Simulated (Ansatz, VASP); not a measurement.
## TaN in VASP and in Ansatz

```
Ta N
1.0
     0.00000    2.17900    2.17900
     2.17900    0.00000    2.17900
     2.17900    2.17900    0.00000
Ta N
1 1
Direct
  0.50000 0.50000 0.50000
  0.00000 0.00000 0.00000
```

Alike in both runs: task single point; functional PBE; k mesh 9 × 9 × 9; occupations methfessel-paxton of order 1, width 0.1 eV; no spin polarisation.

|  | VASP | Ansatz |
| --- | --- | --- |
| version | VASP 6.6.1 | Ansatz 0.2.0 |
| potentials or method | VASP PAW PBE potentials, release 64 (Ta_pv, N) | plane waves, PAW |
| plane-wave cutoff (eV) | 520 | 550 |
| valence electrons in the cell | 16 | 18 |

|  | VASP | Ansatz | Ansatz less VASP |
| --- | --- | --- | --- |
| pressure (GPa) | 15.4 | 14.4 | -0.98 |

The functional is the same, so the differences come from potentials, cutoffs and numerics. The two sets of potentials don't hold the same shells in valence.

Caveats: so large a pressure means that the cell lies far from this level's equilibrium, or that cutoff or potentials fall short (VASP). Spin-orbit coupling is left out, which matters for the levels of Ta.
